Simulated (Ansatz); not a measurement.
# Eu and the effect of the functional

Symmetry: Im-3m, No. 229, cubic system. The conventional cell has a = 4.606 Å, b = 4.606 Å, c = 4.606 Å, α = 90.00°, β = 90.00°, γ = 90.00°. Eu (site symmetry m-3m) has 8 Eu at 3.99 Å as nearest neighbours.

Kept alike: task band structure; k mesh 8 × 8 × 8; occupations fermi-dirac, width 0.05 eV; collinear spin, ferromagnetic start. Program: Ansatz, all-electron LAPW, scalar-relativistic. The mesh is that of the run's cell of 1 atom. No spin-orbit coupling.

| functional | pressure (GPa) | largest site moment (μB) |
| --- | --- | --- |
| LDA | -3.54 | 7.15 |
| PBE | -1.53 | 7.19 |
| PBEsol | -2.52 | 7.19 |

Pressure is positive in compression. For a metal such a mesh leaves the last digits unconverged. The runs hold the magnetic state that their start led to, which needn't be the lowest. Site moments count inside each atom's sphere or projector.

The pressure runs from -3.54 (LDA) to -1.53 GPa (PBE). From PBE: LDA -2.01; PBEsol -0.99. A positive pressure means that the functional's own cell is larger than the one given, a negative one that it is smaller. The largest site moment runs from 7.15 (LDA) to 7.19 μB (PBE; PBEsol). From PBE: LDA -0.04; PBEsol +0.00.
